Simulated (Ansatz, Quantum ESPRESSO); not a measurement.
This is a calculation of CuO for Ansatz 0.2.0. Measurements of this composition are mostly on another form, of space group No. 15.

input.yaml

```yaml
crystal:
  lattice:
    - [2.83632511, 0.0, 0.0]
    - [-1.41816255, 2.4563296, 0.0]
    - [0.0, 0.0, 2.76811278]
  atoms:
    - { symbol: Cu, position: [0.0, 0.0, 0.0] }
    - { symbol: O, position: [0.6666666667, 0.3333333333, 0.5] }
hamiltonian:
  xc: pbe
  pseudopotentials: { kind: paw }
kpoints:
  mp_grid: { grid: [5, 5, 4] }
scf:
  occupations: { method: fermi_dirac, width: 0.05 }
output:
  forces: true
  stress: true
  eigenvalues: true
```

Potentials or basis: Ansatz PAW.

Run with:

```console
$ ansatz run input.yaml --threads 2 --pin off --max-ram 5632MiB --backend cpu --events-out ev --progress --plain --runs-dir out
```

Question: Translate it to Quantum ESPRESSO 7.5. Potentials or basis there: SG15 PBE 1.2, cutoff 1197 eV.

Answer: As run (cutoffs and basis follow the program's own potentials, and thresholds, step limits or extra output files can differ):

File pw.in:

```
&CONTROL
  calculation = 'scf'
  prefix = 'pwscf'
  outdir = './tmp'
  pseudo_dir = './pseudo'
  tprnfor = .true.
  tstress = .true.
  disk_io = 'nowf'
/
&SYSTEM
  ibrav = 0
  nat = 2
  ntyp = 2
  ecutwfc = 88
  nbnd = 19
  occupations = 'smearing'
  smearing = 'fd'
  degauss = 0.00367493
/
&ELECTRONS
  conv_thr = 4d-10
  electron_maxstep = 120
  mixing_beta = 0.5
/
ATOMIC_SPECIES
Cu    63.5460 Cu_ONCV_PBE-1.2.upf
O     15.9990 O_ONCV_PBE-1.2.upf
CELL_PARAMETERS angstrom
   2.8363251100    0.0000000000    0.0000000000
  -1.4181625500    2.4563296000    0.0000000000
   0.0000000000    0.0000000000    2.7681127800
ATOMIC_POSITIONS crystal
Cu     0.0000000000    0.0000000000    0.0000000000
O      0.6666666667    0.3333333333    0.5000000000
K_POINTS automatic
5 5 4 0 0 0
```

Potentials or basis: SG15 PBE 1.2.

Command:

```console
$ OMP_NUM_THREADS=1 mpirun -n 2 pw.x -nk 2 -in pw.in > pw.out
```

Both were run:

|  | Ansatz | Quantum ESPRESSO |
| --- | --- | --- |
| Pressure | -0.4 GPa | -0.6 GPa |

Ansatz's pressure holds a Pulay term of +0.77 GPa for its cutoff of 420 eV, which the other run lacks.

Where Ansatz's input types no cutoff or centring, it takes its own default and a Γ-centred mesh.

Pressure is positive in compression.

The k mesh is coarse, so the values aren't converged.
